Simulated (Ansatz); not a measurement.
## HfO2: single point with PBE

HfO2:

```
Hf O
1.0
     5.08032    0.00000    0.00000
     0.00000    5.16487    0.00000
     0.00000    0.00000    4.89088
Hf O
4 8
Direct
  0.22259 0.78180 0.27207
  0.72259 0.71820 0.72793
  0.77741 0.21820 0.27207
  0.27741 0.28180 0.72793
  0.18682 0.16365 0.10453
  0.68682 0.33635 0.89547
  0.81318 0.83635 0.10453
  0.31318 0.66365 0.89547
  0.00000 0.50000 0.48905
  0.50000 0.00000 0.51095
  0.00000 0.00000 0.57562
  0.50000 0.50000 0.42438
```

The cell comes from a database or a generator and needn't be the stable form of this composition.

| Property | Result |
| --- | --- |
| Program | Ansatz 0.2.0 |
| Task | single point |
| Functional | PBE |
| Potentials or basis | Ansatz PAW |
| Cutoff | 420 eV (not typed: the program's choice for these potentials) |
| k mesh | 9 × 9 × 10 |
| Occupations | fermi-dirac, width 0.05 eV |
| Spin | no spin polarisation |

```json
{
 "Pressure": "9.9 GPa",
 "Largest force": "0.184 eV/Å",
 "Band gap on the k mesh": "3.86 eV, direct"
}
```

Forces on the atoms (eV/Å):
```
Hf   0.066 -0.063 -0.037
Hf   0.066  0.063  0.037
Hf  -0.066  0.063 -0.037
Hf  -0.066 -0.063  0.037
O    0.045  0.080  0.159
O    0.045 -0.080 -0.159
O   -0.045 -0.080  0.159
O   -0.045  0.080 -0.159
O    0.000  0.000 -0.004
O    0.000  0.000  0.004
O    0.000  0.000  0.174
O    0.000  0.000 -0.174
```

Stress tensor (GPa, compression positive):
```
 9.38  0.00  0.00
 0.00 10.10  0.00
 0.00  0.00 10.37
```

Levels at points of the mesh, in eV from the valence-band top:
```tsv
k point	band 74	band 75	band 76	band 77	band 78	band 79
(0.00, 0.00, 0.00)	-0.22	-0.16	-0.15	4.12	4.69	5.09
(0.00, 0.00, -0.50)	-0.66	-0.04	0.00	3.86	4.90	5.52
```

Run time: 29 s on 4 threads of Intel(R) Xeon(R) 6975P-C (Granite Rapids), with other jobs on the host, peak memory 1.5 GiB.

Caveat: odd divisions of the mesh miss points on the zone boundary, where band edges often lie, so the gap on the mesh can be too wide; the pressure holds a Pulay correction of +0.9 GPa for the finite cutoff; spin-orbit coupling is left out, which moves the levels of the heavy elements. A k mesh can miss the band edges.
